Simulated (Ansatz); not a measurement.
# Zn: energy above lowest point and pressure against volume per atom

Results calculated with Ansatz 0.2.0 development build, not measured. Equation of state of a cubic crystal from periodic Kohn-Sham density functional theory without spin; pressure corrected for the finite basis.

Cell of the first row (space group Pm-3m, No. 221):
```
CELL_PARAMETERS angstrom
2.57750 0.00000 0.00000
0.00000 2.57750 0.00000
0.00000 0.00000 2.57750
ATOMIC_POSITIONS crystal
Zn 0.00000 0.00000 0.00000
```

Settings of every row: formula Zn; structure type simple cubic; functional PBE; spin treatment none; k mesh 14x14x14; occupation method fermi-dirac; occupation width 0.061225619 eV; wave cutoff 700 eV; datasets hard PAW; density cutoff ratio 4.

Limits: a cubic model structure, not a phase known at ambient conditions; modest k-mesh, values are not fully converged in k; the SCF threshold is loose for a stress in some rows.

| row | volume per atom (Å³) | energy above lowest point (meV/atom) | pressure (GPa) |
| --- | --- | --- | --- |
| 1 | 17.124 | 10.74 | 3.434 |
| 2 | 17.488 | 4.46 | 2.119 |
| 3 | 17.853 | 0.98 | 0.956 |
| 4 | 18.217 | 0 | -0.069 |
| 5 | 18.581 | 1.21 | -0.97 |
| 6 | 18.946 | ? | ? |
| 7 | 19.31 | 9.14 | -2.451 |

Question: what energy above lowest point and pressure should row 6 give?

Worked fit of energy above lowest point. Take u = (V_r/V)^(2/3) − 1 with V_r = 18.035 Å³ an atom, which is twice the finite (Eulerian) strain; such expansions in the strain, on which the Birch-Murnaghan equation of state is built, carry the rest volume and the bulk modulus. The shown rows have u = 0.03516, 0.02075, 0.00678, -0.00667, -0.01969, -0.04452. Least squares give energy above lowest point = 0.203 + 71.81 × u + 6323.5 × u² + 4521 × u³ meV/atom; a parabola predicts inner rows, each left out in turn, worse (root mean square 0.09 against 0.0083 meV/atom). All shown rows lie on it to the printed digit. Its lowest point lies at u = -0.0057, or V = 18.19 Å³ an atom, and the curvature there gives the bulk modulus at fixed shape and fractions, B = (4/9)(1 + u)² E″(u)/V = 48.3 GPa. The withheld row has u = -0.03232, so the fit gives 0.203 + 71.81 × (-0.03232) + 6323.5 × (-0.03232)² + 4521 × (-0.03232)³ = 4.33 meV/atom.

The calculation gave 4.33 meV/atom. The fit meets it to the printed digit.

Worked fit of pressure. Take u = (V_r/V)^(2/3) − 1 with V_r = 18.035 Å³ an atom, which is twice the finite (Eulerian) strain; such expansions in the strain, on which the Birch-Murnaghan equation of state is built, carry the rest volume and the bulk modulus. The shown rows have u = 0.03516, 0.02075, 0.00678, -0.00667, -0.01969, -0.04452. Least squares give pressure = 0.427 + 76.062 × u + 263.39 × u² + 156 × u³ GPa; a parabola predicts inner rows, each left out in turn, worse (root mean square 0.0032 against 0.0016 GPa). The rows lie off it by 0.000, -0.001, 0.001, 0.000, 0.000, 0.000. The pressure vanishes at u = -0.0057, or V = 18.19 Å³ an atom, and there the bulk modulus at fixed shape and fractions is B = −V dP/dV = (2/3)(1 + u) dP/du = 48.4 GPa. The withheld row has u = -0.03232, so the fit gives 0.427 + 76.062 × (-0.03232) + 263.39 × (-0.03232)² + 156 × (-0.03232)³ = -1.761 GPa.

The calculation gave -1.76 GPa. The fit lies 0.001 GPa (0.017 % of the column's range) below it, one unit of the last digit.
